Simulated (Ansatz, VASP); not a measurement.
**Two plane-wave programs on Se**

```
Se
1.0
     4.45183    0.00000    0.00000
    -2.22592    3.85540    0.00000
     0.00000    0.00000    5.05075
Se
3
Direct
  0.77460 0.77460 0.00000
  0.00000 0.22540 0.66667
  0.22540 0.00000 0.33333
```

Alike in both runs: task single point; functional r2SCAN; k mesh 7 × 7 × 6; occupations fermi-dirac, width 0.05 eV; no spin polarisation.

|  | VASP | Ansatz |
| --- | --- | --- |
| version | VASP 6.6.1 | Ansatz 0.2.0 |
| potentials or method | VASP PAW PBE potentials, release 64 (Se) | Ansatz PAW |
| plane-wave cutoff (eV) | 520 | 500 |
| valence electrons in the cell | 18 | 48 |

```tsv
	VASP	Ansatz	Ansatz less VASP
gap on the k mesh at the Fermi level (eV)	1.37	1.38	+0.009
least direct gap on the mesh (eV)	1.61	1.62	+0.009
pressure (GPa)	-1.8	-1.8	+0.03
largest component of the traceless stress (GPa)	0.60	0.58	-0.017
rms of the force components (eV/Å)	0.282	0.282	+0.0005
```

Atom by atom the forces differ by 0.000 eV/Å (rms over components). With one functional, cell and mesh, what is left measures potentials, basis and numerics. The two sets of potentials don't hold the same shells in valence.

Caveats: the PAW data sets were made with another functional, which shifts forces and pressure a little (VASP); an odd mesh through Γ misses points on the zone boundary, where band edges often lie (VASP); odd divisions of the mesh miss points on the zone boundary, where band edges often lie, so the gap on the mesh can be too wide (Ansatz); the PAW data sets come from PBE, with cores solved anew for the run's functional, which leaves a small shift of forces and pressure (Ansatz). r2SCAN opens gaps a little over a GGA but as a rule still falls short of measured ones.
